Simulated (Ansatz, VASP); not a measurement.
# Zn14S13 (Zn_S) in two plane-wave programs

Wanted: the spread between two codes on one cell, functional and k mesh. The cell is taken from a series of runs on this material, whose earlier steps may have relaxed, scaled, displaced or heated it; both programs get it as it stands.

Method: plane waves, with VASP 6.6.1 beside it; single point at r2SCAN, in Ansatz 0.2.0.

### 1. The structure

The cell holds 54 atoms: 28 Zn and 26 S. Its edges and angles: a = 11.435 Å, b = 11.435 Å, c = 11.435 Å, α = 60.0°, β = 60.0°, γ = 60.0°. It derives from ZnS (ZnS (F-43m)). Nearest the centre at fractional (0.250, 0.583, 0.583): Zn6 at 0.04 Å, Zn10 at 2.73 Å, Zn16 at 2.74 Å, Zn18 at 2.74 Å, Zn19 at 2.80 Å, S50 at 3.82 Å, S51 at 3.82 Å, S30 at 3.82 Å. The cell carries charge +2.

Coordinates:

```
Zn S
1.0
     0.00000    8.08548    8.08548
     8.08548    0.00000    8.08548
     8.08548    8.08548    0.00000
Zn S
28 26
Direct
  0.00026 0.00023 0.00003
  0.99767 0.00179 0.33030
  0.99770 0.00174 0.67059
  0.99766 0.33050 0.00159
  0.00042 0.33326 0.33308
  0.24904 0.58188 0.58167
  0.99784 0.33067 0.67006
  0.99769 0.67078 0.00155
  0.99782 0.67027 0.33048
  0.95746 0.68107 0.68085
  0.33461 0.99940 0.99920
  0.33794 0.00173 0.33036
  0.33471 0.99935 0.66736
  0.33793 0.33053 0.00155
  0.33743 0.33066 0.33048
  0.34823 0.29030 0.68085
  0.33470 0.66755 0.99917
  0.34824 0.68108 0.29002
  0.35018 0.68302 0.68284
  0.66730 0.00014 0.99996
  0.66739 0.00022 0.33291
  0.66656 0.99940 0.66725
  0.66739 0.33309 0.00003
  0.66895 0.33050 0.33030
  0.66890 0.33054 0.67059
  0.66656 0.66745 0.99920
  0.66890 0.67078 0.33036
  0.66651 0.66756 0.66736
  0.25015 0.25040 0.25022
  0.24903 0.25072 0.58168
  0.24940 0.25098 0.91919
  0.24902 0.58186 0.25054
  0.24907 0.58191 0.91965
  0.24940 0.91939 0.25079
  0.24907 0.91983 0.58173
  0.25063 0.91709 0.91690
  0.58460 0.24966 0.24946
  0.58656 0.25099 0.58203
  0.58490 0.24963 0.91756
  0.58654 0.58223 0.25079
  0.58700 0.58191 0.58173
  0.58425 0.58347 0.91690
  0.58491 0.91775 0.24944
  0.58425 0.91709 0.58328
  0.58427 0.91710 0.91691
  0.91754 0.25038 0.25019
  0.91756 0.25039 0.58280
  0.91682 0.24966 0.91724
  0.91756 0.58299 0.25022
  0.91788 0.58187 0.58168
  0.91814 0.58224 0.91919
  0.91683 0.91744 0.24946
  0.91814 0.91939 0.58203
  0.91678 0.91774 0.91756
```

### 2. VASP: single point, r2SCAN

A single point gives forces, pressure and levels at one fixed geometry, so differences don't come from the geometry; what else differs is listed under the comparison.

Lines of VASP's logs that name or quote its potential files are left out, and so is its time.

Contents of INCAR:

```
SYSTEM = Zn14S13
PREC = Accurate
ENCUT = 440
EDIFF = 1E-06
NELM = 120
ISMEAR = 0
SIGMA = 0.01
LREAL = Auto
ALGO = Normal
METAGGA = R2SCAN
LASPH = .TRUE.
NELECT = 490
NBANDS = 288
LORBIT = 11
LWAVE = .FALSE.
LCHARG = .FALSE.
ISIF = 2
ISYM = 0
GGA_COMPAT = .FALSE.
EFERMI = MIDGAP
LMIXTAU = .TRUE.
KPAR = 4
```

Contents of POSCAR:

```
Zn14S13
1.0
    0.0000000000      8.0854837747      8.0854837747
    8.0854837747      0.0000000000      8.0854837747
    8.0854837747      8.0854837747      0.0000000000
Zn S
28 26
Direct
    0.0002550000      0.0002300000      0.0000350000
    0.9976650000      0.0017900000      0.3303000000
    0.9977000000      0.0017400000      0.6705900000
    0.9976600000      0.3305000000      0.0015900000
    0.0004250000      0.3332650000      0.3330800000
    0.2490350000      0.5818750000      0.5816700000
    0.9978350000      0.3306750000      0.6700600000
    0.9976850000      0.6707750000      0.0015550000
    0.9978250000      0.6702750000      0.3304750000
    0.9574600000      0.6810650000      0.6808550000
    0.3346100000      0.9994000000      0.9991950000
    0.3379450000      0.0017350000      0.3303550000
    0.3347150000      0.9993550000      0.6673600000
    0.3379350000      0.3305250000      0.0015550000
    0.3374350000      0.3306650000      0.3304750000
    0.3482250000      0.2903000000      0.6808550000
    0.3347050000      0.6675450000      0.9991700000
    0.3482400000      0.6810800000      0.2900200000
    0.3501800000      0.6830200000      0.6828400000
    0.6673000000      0.0001400000      0.9999600000
    0.6673850000      0.0002250000      0.3329100000
    0.6665600000      0.9994000000      0.6672500000
    0.6673900000      0.3330950000      0.0000350000
    0.6689500000      0.3305050000      0.3303000000
    0.6689000000      0.3305400000      0.6705900000
    0.6665600000      0.6674500000      0.9991950000
    0.6688950000      0.6707850000      0.3303550000
    0.6665150000      0.6675550000      0.6673600000
    0.2501500000      0.2504000000      0.2502200000
    0.2490300000      0.2507200000      0.5816750000
    0.2494000000      0.2509800000      0.9191900000
    0.2490250000      0.5818650000      0.2505400000
    0.2490700000      0.5819100000      0.9196500000
    0.2493950000      0.9193850000      0.2507950000
    0.2490750000      0.9198350000      0.5817250000
    0.2506300000      0.9170900000      0.9169050000
    0.5846000000      0.2496650000      0.2494650000
    0.5865550000      0.2509850000      0.5820350000
    0.5849000000      0.2496250000      0.9175600000
    0.5865450000      0.5822350000      0.2507950000
    0.5869950000      0.5819150000      0.5817250000
    0.5842500000      0.5834700000      0.9169050000
    0.5849100000      0.9177500000      0.2494400000
    0.5842550000      0.9170950000      0.5832800000
    0.5842650000      0.9171050000      0.9169100000
    0.9175400000      0.2503800000      0.2501900000
    0.9175550000      0.2503950000      0.5828000000
    0.9168200000      0.2496600000      0.9172400000
    0.9175600000      0.5829900000      0.2502200000
    0.9178800000      0.5818700000      0.5816750000
    0.9181400000      0.5822400000      0.9191900000
    0.9168250000      0.9174400000      0.2494650000
    0.9181450000      0.9193950000      0.5820350000
    0.9167850000      0.9177400000      0.9175600000
```

Contents of KPOINTS:

```
Points of the shifted mesh
8
Reciprocal
 0.2500000000  0.2500000000  0.2500000000 1
 0.2500000000  0.2500000000  0.7500000000 1
 0.2500000000  0.7500000000  0.2500000000 1
 0.2500000000  0.7500000000  0.7500000000 1
 0.7500000000  0.2500000000  0.2500000000 1
 0.7500000000  0.2500000000  0.7500000000 1
 0.7500000000  0.7500000000  0.2500000000 1
 0.7500000000  0.7500000000  0.7500000000 1
```

Potentials, in the order of the species: Zn and S (PBE family, release 64).

Started as:

```bash
$ mpirun -np 8 vasp_std
```

Numbers of over 12 decimals in the logs are rounded to 6 here.

Log:

```text
[banner, memory and clock lines left out]
running    8 mpi-ranks, on    1 nodes
[...]
|                                                                             |
|           W    W    AA    RRRRR   N    N  II  N    N   GGGG   !!!           |
|           W    W   A  A   R    R  NN   N  II  NN   N  G    G  !!!           |
|           W    W  A    A  R    R  N N  N  II  N N  N  G       !!!           |
|           W WW W  AAAAAA  RRRRR   N  N N  II  N  N N  G  GGG   !            |
|           WW  WW  A    A  R   R   N   NN  II  N   NN  G    G                |
|           W    W  A    A  R    R  N    N  II  N    N   GGGG   !!!           |
|                                                                             |
|     For optimal performance we recommend to set                             |
|       NCORE = 2 up to number-of-cores-per-socket                            |
|     NCORE specifies how many cores store one orbital (NPAR=cpu/NCORE).      |
|     This setting can greatly improve the performance of VASP for DFT.       |
[...]
DAV:   5    -0.594711812172E+03   -0.23964E+01   -0.23824E+01  5176   0.104E+01BRMIX: very serious problems
 the old and the new charge density differ
 old charge density:   492.00000 new  490.00001
BRMIX: very serious problems
 the old and the new charge density differ
 old charge density:   492.00000 new  490.00001
BRMIX: very serious problems
 the old and the new charge density differ
 old charge density:   492.00000 new  490.00001
BRMIX: very serious problems
 the old and the new charge density differ
 old charge density:   492.00000 new  490.00001
    0.382E+01
DAV:   6    -0.549671366733E+03    0.45040E+02   -0.42629E+01  5808   0.540E+01    0.324E+01
DAV:   7    -0.503476743895E+03    0.46195E+02   -0.18911E+01  4896   0.130E+01    0.134E+01
DAV:   8    -0.518166656651E+03   -0.14690E+02   -0.10933E+01  5168   0.164E+01    0.602E+00
DAV:   9    -0.512018927433E+03    0.61477E+01   -0.34122E+00  4744   0.614E+00    0.348E+00
[...]
DAV:  22    -0.512308343785E+03   -0.30277E-05   -0.37791E-05  5696   0.251E-02    0.265E-02
DAV:  23    -0.512308345914E+03   -0.21286E-05   -0.63086E-06  4264   0.665E-03    0.290E-02
DAV:  24    -0.512308345474E+03    0.43929E-06   -0.13439E-07  2504   0.125E-03
   1 F= -.51230835E+03 E0= -.51230835E+03  d E =0.000000E+00
```

From OUTCAR (step 2):

```text
  Total      -12.6352931    -12.6548667    -12.6543102      0.3787547      0.3472494      0.3980674
  in kB      -19.1490784    -19.1787426    -19.1778993      0.5740115      0.5262644      0.6032803
  external PRESSURE =     -19.1685735 kB  Pullay stress =       0.0000000 kB

 POSITION                                       TOTAL-FORCE (eV/Angst)
 -----------------------------------------------------------------------------------
      0.00214      0.00234      0.00392         0.025358      0.028878      0.031001
      2.68511     10.73724      8.08108         0.034683      0.062199      0.019615
      5.43611     13.48893      8.08096         0.003610      0.007713      0.007617
      2.68511      8.07942     10.73882         0.035522      0.018783      0.059943
      5.38772      2.69655      2.69805         0.016138      0.034812      0.033135
      9.40782      6.71665      6.71831         0.043700      0.036373      0.037497
      8.09143     13.48574     10.74165         0.032985      0.015297      0.009770
      5.43611      8.07934     13.49031         0.003419      0.008758      0.007471
      8.09155     10.73995     13.48740         0.031649      0.013364      0.015709
     11.01178     13.24657     13.24827         0.087965     -0.045220     -0.042722
     16.15961     10.78446     10.78612         0.000711      0.031452      0.030938
      2.68511      5.40353      2.74648         0.014531      0.016675      0.021494
     13.47620      8.10226     10.78660         0.024935      0.037776      0.021676
      2.68503      2.74494      5.40482         0.016510      0.023432      0.017967
[...]
-----------------------------------------------------------------------------------
    total drift:                                0.110281     -0.052979     -0.040436

  FREE ENERGIE OF THE ION-ELECTRON SYSTEM (eV)
  ---------------------------------------------------
  free  energy   TOTEN  =      -512.3083454743 eV

  energy  without entropy=     -512.3083454743  energy(sigma->0) =     -512.30834547

[... 2 further parts left out ...]
```

The cell is charged against a uniform background. The PAW data sets were made with PBE, which is usual practice but a small mismatch for other functionals.

### 3. Ansatz: single point, r2SCAN

Ansatz runs on its PAW soft_1 files.

The same cell, functional and mesh now go to Ansatz.

Contents of input.yaml:

```yaml
crystal:
  checkpoint: "../qp2.relax.run"
  host: checkpoint
total_charge: 2
basis:
  ecutwfc: 500
  xc_grid: 2
hamiltonian:
  xc: r2scan
  pseudopotentials: { kind: paw, azcp: { folder: soft_1 } }
kpoints:
  mp_grid: { grid: [2, 2, 2], shift: [0.5, 0.5, 0.5] }
scf:
  occupations: { method: fixed }
  max_iter: 100
output:
  forces: true
  charged_corrections:
    epsilon: 6.09
    static_epsilon: 9.21
    defect_position: [0.25, 0.583333, 0.583333]
  eigenvalues: true
  eigenstates: { localisation: true }
checkpoint:
  read: "../qp2.relax.run"
  write: "../qp2.semi.run"
  compress: false
  write_wavefunctions: false
  write_every: 100000
```

Started as:

```bash
$ ansatz run input.yaml --threads 32 --pin off --max-ram 84787MiB --backend cuda --events-out ev --progress --plain --runs-dir out --max-vram 78GiB
```

Log:

```text
crystal.checkpoint: the structure is that of <dir>, a `relax` run, at its step 6: its result, under r2scan at a charge of 2 e; 54 atoms read, 0 with a starting moment; crystal.structure_sha256 for this input is
Engine: ansatz 0.2.0, aarch64-unknown-linux-gnu
Pseudopotentials: kind: paw
Pseudopotential: Zn, paw, valence charge 12, recommended cutoff 500 eV (meta_gga), soft_1/Zn.paw.azcp
Pseudopotential: S, paw, valence charge 6, recommended cutoff 500 eV (meta_gga), soft_1/S.paw.azcp
Functional definition: r2SCAN
  parameter k0 = 0.174
  parameter k1 = 0.065
  parameter a1 = 4.9479
  exchange = r2scan_x(k0 = k0, k1 = k1, a1 = a1)
  correlation = r2scan_c
device memory: the entry about to start is reckoned to put 14.4 GiB on a device that reports 154.1 GiB free (of which the cap on the GPU budget leaves the run 78.0 GiB)
GPU FFT provider: cuFFT
GPU libraries: cuBLAS 13.8.1, cuFFT 12.4.0, cuSOLVER 12.3.2
GPU matrix products: emulated (plane waves: as basis.precision tells), large ones in fixed point in workspaces of 1.00 GiB
Crystal: 54 atoms, lattice volume = 1057.178 Å³
Basis set: ecut = 500 eV, 26813 PW (Γ), exchange–correlation on 180×180×180 points (8 copies of the dense FFT grid, shifted against one another)
Bands: 299, of which v1, the nominal top of the filled ones, is band 245 counted from 1 (244 counted from 0)
Symmetry: 1 space group operations
Space group: P1 (ITA 1), of the structure as read, at distance tolerance 1.0e-4 Å
k-points: 4 of 8 (time reversal used)
Non-local potential: Zn, projectors of the file, l = 0: 2, l = 1: 2, l = 2: 3, l = 3: 1
Non-local potential: S, projectors of the file, l = 0: 2, l = 1: 2, l = 2: 1
PAW form: soft (Blöchl's): semilocal exchange-correlation on the pseudo side does not see the compensation charge
PAW frozen core: Zn, regenerated for the run's functional (the file was generated under x = pbe(κ = 0.804, μ = 0.219515), c = pbe(β = 0.066725))
PAW frozen core: S, regenerated for the run's functional (the file was generated under x = pbe(κ = 0.804, μ = 0.219515), c = pbe(β = 0.066725))
PAW one-centre angular grid: Zn, 590 points (default); XC on 160 Gauss nodes
PAW one-centre angular grid: S, 302 points (default); XC on 160 Gauss nodes
Initial density: read from a saved state, or passed on in memory by an earlier SCF of this step, an earlier step, the calling program or the single point that the run made first
Stability of the state it starts from, as read at its close in the unpolarized treatment: not read negative (Ritz values of 1 − χ₀K, real part plus size of imaginary part, from 1.1 to 1.2, by its mixing steps under no symmetry)
Initial wavefunctions: pseudopotential atomic-orbital guess — the wavefunctions supplied were not used: k-point sampling differs
GPU buffer pool allocated for 729000 grid points (all kernels)
GPU transforms: local potential and band sums: pruned to the plane-wave sphere, on 90×90×90
Functional: x = r2scan, c = r2scan; τ floored in thin density (d = 2e-4 eV/Å³)
iter 1 solved again at ethr=1.22e-5 eV; its pass at ethr=3.10e-3 eV (dr2=5.97e-2 eV) is discarded
SCF iter   1: F=—  HF=-116732.714315 eV  |Δ(HF+E_count)|=         —  Δρ=2.05e-3  dr2=6.01e-2  dr2_τ=2.38e-3  Hψ=7927
preconditioner: auto → Resta (q_TF=auto, 2.400 Å⁻¹)  ε∞=6.1  [insulator: Δε(μ)=2.136 eV  Ē_g=11.223 eV  n_scr=258 (ndim 8)  ℏωp=25.3 eV  f_vac=0.030  ε∞_Penn≈6.1]
SCF iter   2: F=—  HF=-116732.705562 eV  |Δ(HF+E_count)|=   8.75e-3  Δρ=1.12e-3  dr2=1.62e-2  dr2_τ=2.00e-4  Hψ=1245
SCF iter   3: F=—  HF=-116732.705607 eV  |Δ(HF+E_count)|=   4.49e-5  Δρ=2.91e-4  dr2=9.04e-4  dr2_τ=2.03e-5  Hψ=1984
SCF iter   4: F=—  HF=-116732.704622 eV  |Δ(HF+E_count)|=   9.85e-4  Δρ=2.80e-4  dr2=5.25e-4  dr2_τ=6.47e-6  Hψ=1880
SCF iter   5: F=—  HF=-116732.705074 eV  |Δ(HF+E_count)|=   4.52e-4  Δρ=4.69e-5  dr2=2.64e-5  dr2_τ=7.89e-7  Hψ=1856
SCF iter   6: F=—  HF=-116732.705484 eV  |Δ(HF+E_count)|=   4.10e-4  Δρ=1.52e-5  dr2=2.54e-6  dr2_τ=9.19e-8  Hψ=1976
SCF iter   7: F=—  HF=-116732.705484 eV  |Δ(HF+E_count)|=   5.37e-7  Δρ=1.11e-5  dr2=8.00e-7  dr2_τ=2.13e-8  Hψ=1975
SCF iter   8: F=—  HF=-116732.705484 eV  |Δ(HF+E_count)|=   3.18e-7  Δρ=4.42e-6  dr2=1.45e-7  dr2_τ=3.59e-9  Hψ=1872
SCF iter   9: F=-116732.705484 eV  HF=-116732.705484 eV  |Δ(HF+E_count)|=   1.63e-8  Δρ=1.41e-6  dr2=2.72e-8  dr2_τ=4.51e-10  Hψ=8802
SCF 1 converged in 9 iterations: F = -116732.705484 eV  dr2 = 2.72e-8
  greatest PAW one-centre occupation: 0.984 electrons in one spin orbital (limit 2), on the Zn atom at site 9 (counted from 0), in its partial waves of l = 2
SCF converged after 9 iterations
Free energy (F): -116732.705484 eV
Harris-Foulkes:  -116732.705484 eV  (|F-HF|=2.84e-9)
Internal energy: -116732.705484 eV  (E = F + TS)
E sigma→0 (E₀):  -116732.705484 eV
Fermi energy:    5.506918 eV
--- Per-component energies (eV) ---
  E_band       = -49.600914
  E_kinetic    = 6817.213204
  E_local      = -63216.391091  (includes V_loc(G=0)·N_el)
  E_nonlocal   = 24013.400886
  E_hartree    = 24170.703225
  E_xc         = -4122.361306
  E_vxc        = -3727.703651  (∫ρ·V_xc dr)
  E_paw        = -69687.413653  (= ΣΔE_a)
  E_vpaw       = -12459.208897  (= ΣTr[D̂ρ^β])
  E_aug_tail   = 0.001985  (compensation charges beyond the density's cutoff)
  E_vtau       = 181.667611  (kinetic-family band-sum trace: ∫τ·v_τ [+ j·A + Jᵃ·Aᵃ] dr)
  E_ewald      = -34699.891527
  E_core_change = -7.967207  (= ΣΔE_core)
  E_smearing   = -0.000000  (= −TS)
  E_closure    = 0.000000  (closes the sum)
  E_deformation_potential = 23.837726  (in the stress; not in F)
  Σ components = -116732.705484   (vs F -116732.705484, Δ=0.00e0)
--- Forces (eV/Å), atoms counted from 1 ---
  atom   1  Zn     0.02277969     0.02302374     0.02267150
  atom   2  S     -0.01799240    -0.02572929    -0.02532764
  atom   3  Zn     0.02783171     0.06131231     0.02715633
  atom   4  S      0.00518313    -0.05905691     0.00586999
  atom   5  Zn     0.00970439     0.01392018     0.01335284
  atom   6  S      0.04047600    -0.04124288    -0.02864693
  [... 48 more lines of this table ...]
  max |Σ_I F_I| component: 8.61e-4 eV/Å
--- Charged-cell corrections in eV (Makov–Payne, q = +2.000 e, ε = 6.090 of the electrons, 9.210 with the ions) ---
  F (periodic)     = -116732.705484  (uncorrected; the corrections below are reported, never added to it)
  E_corr1          = +1.340772  (monopole, q²α_M/2εL)
  F Makov-Payne    = n/a  (the rows are of the electrons' constant alone; ansatz place-levels tells what screens the charge)
  no potential alignment in this run, which stands beside a crystal: run the host's input off ansatz write-host-input, and read the two finished runs by ansatz place-levels (neither reads a slab, a wire or a sheet, whose cell leaves a vacuum)
--- Band table (eV) ---
  k-point 0: bands = ["-8.0870", "-7.7276", "-7.5727", "-7.5726", "-7.4645", "-7.4516", "-7.4516", "-7.3645", "-7.3577", "-7.3576", "-7.2808", "-7.1846", "-7.1315", "-7.1314", "-7.0930", "-7.0929", "-
  k-point 1: bands = ["-7.9542", "-7.8325", "-7.7131", "-7.6481", "-7.5668", "-7.4353", "-7.3747", "-7.3304", "-7.2574", "-7.2361", "-7.2225", "-7.1933", "-7.1714", "-7.1466", "-7.1104", "-7.0612", "-
  k-point 2: bands = ["-7.9542", "-7.8325", "-7.7131", "-7.6481", "-7.5668", "-7.4353", "-7.3747", "-7.3304", "-7.2574", "-7.2361", "-7.2224", "-7.1932", "-7.1714", "-7.1466", "-7.1105", "-7.0611", "-
  k-point 3: bands = ["-7.9542", "-7.8325", "-7.7131", "-7.6481", "-7.5668", "-7.4353", "-7.3747", "-7.3304", "-7.2574", "-7.2361", "-7.2225", "-7.1932", "-7.1714", "-7.1466", "-7.1104", "-7.0611", "-
```

### 4. Side by side

Known differences besides the potentials themselves: VASP keeps PBE cores, Ansatz makes them for the functional; fixed occupations in Ansatz, narrow Gaussian smearing in VASP; the cutoff is 500 eV in Ansatz and 440 eV in VASP (PREC = Accurate, projectors in real space). Total energies have different zeros and are not compared.

Compared:

| quantity | Ansatz | VASP | difference |
| --- | --- | --- | --- |
| gap on the k mesh (eV) | 2.164 | 2.165 | -0.001 |

Forces on 8 of the 54 atoms, those with the largest forces and the largest differences (eV/Å; atoms numbered as in POSCAR):

| atom | Ansatz x, y, z | VASP x, y, z |
| --- | --- | --- |
| Zn2 | 0.028, 0.061, 0.027 | 0.035, 0.062, 0.020 |
| Zn4 | 0.028, 0.028, 0.061 | 0.036, 0.019, 0.060 |
| Zn10 | 0.088, -0.049, -0.048 | 0.088, -0.045, -0.043 |
| Zn16 | -0.048, 0.088, -0.049 | -0.031, 0.072, -0.049 |
| Zn18 | -0.048, -0.047, 0.088 | -0.028, -0.049, 0.072 |
| Zn19 | -0.002, -0.003, -0.002 | -0.021, 0.003, 0.000 |
| Zn24 | 0.061, 0.027, 0.027 | 0.047, 0.024, 0.026 |
| S41 | -0.059, -0.014, -0.014 | -0.071, -0.009, -0.009 |

The forces differ by 5.9 meV/Å r.m.s., which is 18.8 % of the r.m.s. force of 0.031 eV/Å (both taken over all components). A gap on the mesh is an upper bound, since the band edges may lie between its points. VASP's last cycles still show a density residual of 3e-03, so its state may not be settled. The cell carries a charge of +2 e against a uniform background, so its pressure also hangs on how the neutralising background is counted, and in a defect's cell a gap may be the spacing between its levels.

### 5. What came out

```yaml
r_m_s_force_difference_single_point_r2scan: 5.9 meV/Å
```

What this shows: The r.m.s. force difference is 5.9 meV/Å (single point, r2SCAN), within the 12 meV/Å picked in this series as the mark of a large difference. Such differences can come from data sets, numerical settings and the points named under the comparisons, not from the functional's error against experiment.

[Lines on the potential files, build, host, timing and source positions are cut from VASP's logs without a mark.]

[Logs are printed without paths, hosts, clocks, repeated set-up lines and the standing remarks that a program may print on its own settings, such as how far it seeks lower states.]

[Hosts, paths, dates, database ids (printed as entryN), source tags and the programs' standing remarks are cut or masked in the printed files.]
